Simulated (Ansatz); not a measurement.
Molecular dynamics on a 2×2×2 supercell (16 atoms) of BaS (Fm-3m), relaxed with r2SCAN. Forces come from PBEsol in Ansatz: constant energy and volume (NVE), velocities drawn at 1700 K, steps of 2 fs. Classical nuclei, no spin polarisation; a few dozen steps show the first response, not equilibrium.

```yaml
crystal:
  lattice:
    - [0.0, 6.4238198528, 6.4238198528]
    - [6.4238198528, 0.0, 6.4238198528]
    - [6.4238198528, 6.4238198528, 0.0]
  atoms:
    - { symbol: Ba, position: [0.0, 0.0, 0.0] }
    - { symbol: S, position: [0.25, 0.25, 0.25] }
    - { symbol: Ba, position: [0.0, 0.0, 0.5] }
    - { symbol: S, position: [0.25, 0.25, 0.75] }
    - { symbol: Ba, position: [0.0, 0.5, 0.0] }
    - { symbol: S, position: [0.25, 0.75, 0.25] }
    - { symbol: Ba, position: [0.0, 0.5, 0.5] }
    - { symbol: S, position: [0.25, 0.75, 0.75] }
    - { symbol: Ba, position: [0.5, 0.0, 0.0] }
    - { symbol: S, position: [0.75, 0.25, 0.25] }
    - { symbol: Ba, position: [0.5, 0.0, 0.5] }
    - { symbol: S, position: [0.75, 0.25, 0.75] }
    - { symbol: Ba, position: [0.5, 0.5, 0.0] }
    - { symbol: S, position: [0.75, 0.75, 0.25] }
    - { symbol: Ba, position: [0.5, 0.5, 0.5] }
    - { symbol: S, position: [0.75, 0.75, 0.75] }
kpoints:
  mp_grid: { grid: [2, 2, 2] }
hamiltonian:
  xc: pbesol
scf:
  occupations: { method: fermi_dirac, width: 0.146 }
md:
  ensemble: nve
  temperature: 1700
  timestep: 2.0
  n_steps: 20
  initial_velocities: maxwell_boltzmann
  seed: 6768
```

Run as `ansatz run input.yaml --threads 4 --pin off --max-ram 3686MiB --backend cpu --events-out ev --progress --plain --runs-dir out`.

Q: What wall time did it need on 4 threads of Arm Neoverse V2, with other jobs on the host, and how much host memory at the peak?

A: About 66 s, with a peak of 1.6 GiB.

```tsv
step	t (fs)	T (K)	free energy F from step 0 (meV/atom)	kinetic energy (meV/atom)	largest force (eV/Å)
0	0	1700	0.0	206.0	0.00
1	2	1696	0.5	205.5	0.10
2	4	1683	2.0	204.0	0.20
3	6	1663	4.5	201.5	0.31
4	8	1634	8.0	198.0	0.42
5	10	1597	12.4	193.6	0.53
6	12	1553	17.8	188.2	0.66
7	14	1502	24.0	182.0	0.79
8	16	1444	31.0	175.0	0.93
9	18	1380	38.8	167.2	1.08
10	20	1311	47.2	158.9	1.24
11	22	1237	56.1	149.9	1.41
12	24	1161	65.4	140.6	1.58
13	26	1082	75.0	131.1	1.75
14	28	1003	84.6	121.5	1.92
15	30	925	94.0	112.0	2.08
16	32	849	103.2	102.9	2.23
17	34	778	111.8	94.3	2.35
18	36	714	119.6	86.5	2.46
19	38	657	126.6	79.6	2.53
20	40	608	132.4	73.7	2.57
```

The temperature goes from 1700 K to 608 K in 40 fs. The atoms start on their lattice sites with kinetic energy alone, so much of it first passes into potential energy. The conserved energy stays within 0.13 meV an atom. By the last step the atoms have moved 0.27 Å in the root mean square, the drift of the whole cell taken out, 0.49 Å at most.

Positions (Å) and forces (eV/Å) at step 20:
```
Ba  -0.103  -0.111   0.123     0.699   0.031  -1.225
S    3.269   3.255   2.996    -0.306  -0.340   0.668
Ba   3.174   3.105  -0.067    -0.185   0.521   0.226
S    6.342   6.587   2.944     0.312  -0.189   1.198
Ba   3.065   0.027   3.134     0.359  -0.065  -0.108
S    6.238   3.469   6.174     0.795  -0.077   0.573
Ba   6.359   3.230   3.265    -0.425  -0.149  -0.490
S    9.782   6.423   6.473    -0.691   0.138  -0.378
Ba   0.057   3.351   3.341     0.089  -0.359  -2.262
S    3.123   6.630   6.285     0.245  -0.974   0.573
Ba   3.186   6.386   3.189     0.058   0.087   0.409
S    6.235   9.630   5.960     0.291  -0.164   2.547
Ba   3.485   3.042   6.500    -1.175   0.627  -0.052
S    6.533   6.292   9.746    -0.522   0.741  -0.520
Ba   6.624   6.561   6.432    -0.599  -0.203   0.004
S    9.222   9.548   9.869     1.056   0.373  -1.164
```
